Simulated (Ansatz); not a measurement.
## HgTe (F-43m) under several functionals

**Measured values to compare with.**

From a printed reference work, data compilation, for a bulk crystal of HgTe at 300 K: lattice constant a 6.4623 Å.

Plane-wave DFT in Ansatz with scalar-relativistic PAW potentials. The same structure was relaxed (cell and atoms, symmetry kept) in separate runs at each level. No spin polarisation.

| level | cutoff (eV) | k mesh | V (Å³/atom) | a (Å) | B0 (GPa) |
| --- | --- | --- | --- | --- | --- |
| PBE+D3(BJ) | 420 | 12×12×12 | 35.054 | 6.546 | – |
| r2SCAN | 500 | 12×12×12 | 35.465 | 6.571 | 40 |
| PBE | 420 | 12×12×12 | 36.807 | 6.653 | 34 |

Where does PBEsol (420 eV, k mesh 12×12×12) fall?

V (Å³/atom) 34.480, a (Å) 6.510, B0 (GPa) 42. Its volume is the smallest of the set. The usual order of volumes, PBEsol < PBE, holds here (34.480, 36.807 Å³/atom). As a rule PBEsol, built on the gradient expansion of slowly varying densities, lies between LDA and PBE; PBE's stronger gradient term for exchange weakens bonds. Adding D3 to PBE changes the volume by -4.8 %; the term is attractive, so it pulls cells in. In metals the pairwise form ignores screening by the conduction electrons and often pulls in too far. r2SCAN lies 3.6 % under PBE in volume. B0 goes from 42.1 to 34.2 GPa as the volume grows by 6.7 %; on one curve with B' = 5.1 the volume alone, B ∝ V^(−B'), would give 30.1 GPa, and the rest of the difference is the functional's own stiffness.

For PBE: A measured lattice constant a of HgTe is 6.4623 Å (300 K; a printed reference work, data compilation); the calculated 6.653 Å misses it by +2.9 %. The calculations are for 0 K without zero-point motion.

Spin–orbit coupling is left out, which can shift energies with elements as heavy as these.

The bands only touch here, so at this level the crystal is a zero-gap semiconductor or semimetal, not an ordinary metal; spin–orbit coupling, left out, can open or move such a gap.